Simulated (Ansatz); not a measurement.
# BN: the cost of one run

Program: the Python package of Ansatz 0.2.0. Level of theory: DFT PBEsol+D4, plane waves, PAW. These are calculated values, not measurements.

The COD entry's cell or inner coordinates are ideal or old and differ from later refinements, so a difference from it is no clean test against experiment.

## (1) The system

It takes space group P6_3mc (No. 186, hexagonal). The conventional cell has a = 2.536 Å, b = 2.536 Å, c = 4.199 Å, α = 90.00°, β = 90.00°, γ = 120.00°. B (site symmetry 3m) is surrounded by 4 N at 1.56 to 1.57 Å. N (site symmetry 3m) is surrounded by 4 B at 1.56 to 1.57 Å.

The script holds or builds the structure itself.

## (2) The script

Input file bn.py:

```python
'''Relax cell and ions of BN.'''

import ansatz as az
from ase import Atoms
from ase.io import write
import numpy as np

def edges_and_angles(cell):
    cell = np.asarray(cell)
    a, b, c = np.linalg.norm(cell, axis=1)
    cosines = cell[1] @ cell[2] / (b * c), cell[0] @ cell[2] / (a * c), cell[0] @ cell[1] / (a * b)
    return (a, b, c, *np.degrees(np.arccos(cosines)))


def main() -> None:
    structure = (
        az.Lattice.from_parameters(2.536, 2.536, 4.199, alpha=90.0, beta=90.0, gamma=120.0)
        .atom('B', (2 / 3, 1 / 3, 0.0))
        .atom('B', (1 / 3, 2 / 3, 0.5))
        .atom('N', (2 / 3, 1 / 3, 0.375))
        .atom('N', (1 / 3, 2 / 3, 0.875))
    )

    # only the volume may change
    base = structure.calculation()
    base = base.pseudopotentials('paw')
    base = base.kpoints(12, 12, 6)
    base = base.functional(az.Functional.PBESOL, dispersion='d4').occupations('fermi_dirac')
    base = base.basis(470)
    base = base.relax(force_tolerance=0.005, fix_cell=['shape'], stress_tolerance=0.05)
    steps = []


    def collect(event):
        if event['event'] == 'relax_step':
            steps.append(event['data'])


    done = base.session().plan().execute(on_event=collect)
    rep = done.report
    print('step   energy (eV)     max comp. (eV/A)   P (GPa)  SCF')
    for s in steps:
        print(f'{s["step"]:4d} {s["lagrangian_ev"]:15.5f} {s["allowed_force_max_ev_ang"]:12.4f} {s["pressure_gpa"]:10.3f} {s["n_scf"]:5d}')

    first, last = steps[0], steps[-1]
    symbols = [site.symbol for site in done.lattice.sites]
    print(f'energy gained {first["lagrangian_ev"] - last["lagrangian_ev"]:.4f} eV in {len(steps) - 1} steps')
    for label, vectors in (('before', first['cell_ang']), ('after', done.lattice.cell_ang)):
        print(label, 'a b c (A) {:.4f} {:.4f} {:.4f}  angles {:.2f} {:.2f} {:.2f}'.format(*edges_and_angles(vectors)), f' V = {abs(np.linalg.det(vectors)):.3f} A^3')
    print('final stress xx yy zz (GPa, compression positive):', np.round(np.diag(rep['stress_gpa']), 3) + 0.0)

    print('atom   start x y z (A)              end x y z (A)')
    for symbol, a, b in zip(symbols, first['positions_ang'], last['positions_ang']):
        print(f'{symbol:3s}', ' '.join(f'{v:8.4f}' for v in a), '  ', ' '.join(f'{v:8.4f}' for v in b))

    relaxed = Atoms(symbols, positions=[site.position_ang for site in done.lattice.sites], cell=done.lattice.cell_ang, pbc=True)
    write('relaxed.vasp', relaxed, format='vasp')

    print('%-22s %14.5f eV' % ('F = E - TS', rep['free_energy_ev']))
    print('%-22s %14.5f eV' % ('E', rep['internal_energy_ev']))
    print('%-22s %14.5f eV' % ('Harris-Foulkes', rep['harris_foulkes_ev']))
    print('%-22s %14.5f eV' % ('Fermi level', rep['fermi_energy_ev']))


if __name__ == '__main__':
    main()
```

## (3) The run

On the command line:

```console
> python bn.py
```

Q: Estimate wall time and peak memory on 1 thread of Intel Xeon Platinum 8175M at 2.50GHz (Skylake/Cascade Lake), shared host.

About 35 s, with a peak of 0.48 GiB.
